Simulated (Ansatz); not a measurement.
# Static equation of state of rutile SnO2, size series (216 atoms)

The cell holds 216 atoms: 72 Sn and 144 O. Cell: a = 14.581 Å, b = 14.581 Å, c = 12.992 Å, α = 90.0°, β = 90.0°, γ = 90.0°. It derives from SnO2 (rutile), repeated 3×3×4. The starting structure: Rutile SnO2 (cell 4.737, 4.737, 3.186, 90, 90, 90), 3 x 3 x 4 conventional cells; ideal positions.

Calculated with Ansatz 0.2.0: Kohn-Sham DFT, revPBE, PAW (set soft_2), plane waves; cutoff 420 eV, Γ point, gaussian smearing of 0.05 eV. Cell and atoms were relaxed first, to V0 = 12.788 Å³ an atom at a residual P0 = -0.001 GPa. The cell was then scaled evenly, and the atoms were relaxed at each volume.

```
volume (Å³/atom)  pressure (GPa)
          11.509               ?
          12.021           12.13
          12.405           5.513
          13.172          -4.618
          13.555          -8.195
```

**Question.** Fit the third-order Birch–Murnaghan equation to the rows given and extrapolate to the withheld row.

Worked fit:

Take the Eulerian strain f = ½[(V0/V)^(2/3) − 1] and the normalised pressure F = (P − P0) / [3f(1 + 2f)^(5/2)]. The third-order Birch–Murnaghan equation is then the line F = B0 + (3/2)B0(B′ − 4) f, so u = f and v = F.

```
      u = f  v = F (GPa)
  0.0210563      173.255
  0.0102571      170.322
-0.00975654      165.726
 -0.0190504      158.000
```

With n = 4: mean u = 6.2661e-4, mean v = 166.826, Σ(u − ū)² = 0.0010051, Σ(u − ū)(v − v̄) = 0.35010. Slope b = 0.35010 / 0.0010051 = 348.32; intercept a = v̄ − b ū = 166.61.

So B0 = a = 167 GPa and B′ = 4 + 2b/(3a) = 5.39. At the withheld volume f = 0.03638, F = a + b f = 179.3 GPa, and P = P0 + 3f(1 + 2f)^(5/2) F.

Prediction at 11.509: 23.32 GPa. The run gave 22.85 GPa, so the fit is high by 0.48 GPa (2.1 % of the value).

B′ = 5.4 lies in the range of 3 to 6 that is common for dense crystals. Among the rows given, the largest miss of the fit is at 13.555, by 0.10 GPa (0.33 % of the range of the table).

Limits: Static cells at zero temperature; the cell shape is held. The program notes that the SCF threshold of these relaxations is loose for the stress. Only the Γ point is sampled, in a cell whose shortest periodic width is 13 Å.

[Logs are printed without paths, hosts, clocks, repeated set-up lines and the standing remarks that a program may print on its own settings, such as how far it seeks lower states.]

[Hosts, paths, dates, database ids (printed as entryN), source tags and the programs' standing remarks are cut or masked in the printed files.]
